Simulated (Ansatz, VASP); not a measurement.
**SnO2: VASP beside Ansatz**

Contents of INCAR:

```
SYSTEM = SnO2
PREC = Accurate ; ENCUT = 520
EDIFF = 1E-6 ; ISMEAR = 0
SIGMA = 0.05 ; LREAL = .FALSE.
LASPH = .TRUE. ; NELM = 100
ALGO = Fast ; ISIF = 2
LWAVE = .FALSE. ; LCHARG = .FALSE.
GGA = PE ; IVDW = 12
NBANDS = 35
```

Contents of KPOINTS:

```
regular mesh
0
G
  12 12 4
  0 0 0
```

File POSCAR:

```
SnO2
1.0
    3.2688558328      0.0000000000      0.0000000000
   -1.6344279164      2.8309121925      0.0000000000
    0.0000000000      0.0000000000      9.9716447179
Sn O
2 4
Direct
    0.0000000000      0.0000000000      0.5000000000
    0.0000000000      0.0000000000      0.0000000000
    0.6666666667      0.3333333333      0.4066289729
    0.6666666667      0.3333333333      0.0933710271
    0.3333333333      0.6666666667      0.5933710271
    0.3333333333      0.6666666667      0.9066289729
```

Input for Ansatz:

```yaml
crystal:
  lattice:
    - [3.2688558328, 0.0, 0.0]
    - [-1.6344279164, 2.8309121925, 0.0]
    - [0.0, 0.0, 9.9716447179]
  atoms:
    - { symbol: Sn, position: [0.0, 0.0, 0.5] }
    - { symbol: Sn, position: [0.0, 0.0, 0.0] }
    - { symbol: O, position: [0.6666666667, 0.3333333333, 0.4066289729] }
    - { symbol: O, position: [0.6666666667, 0.3333333333, 0.0933710271] }
    - { symbol: O, position: [0.3333333333, 0.6666666667, 0.5933710271] }
    - { symbol: O, position: [0.3333333333, 0.6666666667, 0.9066289729] }
basis:
  ecutwfc: 520.0
kpoints:
  mp_grid: { grid: [12, 12, 4] }
hamiltonian:
  xc: pbe
  dispersion: d3bj
scf:
  occupations: { method: gaussian, width: 0.05 }
output:
  forces: true
  stress: true
  eigenvalues: true
```

Alike in both runs: task single point; functional PBE; dispersion D3(BJ); k mesh 12 × 12 × 4; occupations gaussian, width 0.05 eV; no spin polarisation.

|  | VASP | Ansatz |
| --- | --- | --- |
| version | VASP 6.6.1 | Ansatz 0.2.0 |
| potentials or method | VASP PAW PBE potentials, release 64 (Sn_d, O) | scalar-relativistic, plane waves, PAW |
| plane-wave cutoff (eV) | 520 | 520 |
| valence electrons in the cell | 52 | 52 |

Ansatz gave:

- gap on the k mesh at the Fermi level (eV): 1.74
- least direct gap on the mesh (eV): 2.26
- pressure (GPa): 0.7
- largest component of the traceless stress (GPa): 4.44
- rms of the force components (eV/Å): 0.346

**Question.** Estimate VASP's values.

**Answer.** gap on the k mesh at the Fermi level (eV): 1.71; least direct gap on the mesh (eV): 2.24; pressure (GPa): 1.2; largest component of the traceless stress (GPa): 4.03; rms of the force components (eV/Å): 0.369.

Atom by atom the forces differ by 0.023 eV/Å (rms over components).

Caveats: spin-orbit coupling is left out, which moves the levels of the heavy elements. A k mesh can miss the band edges.
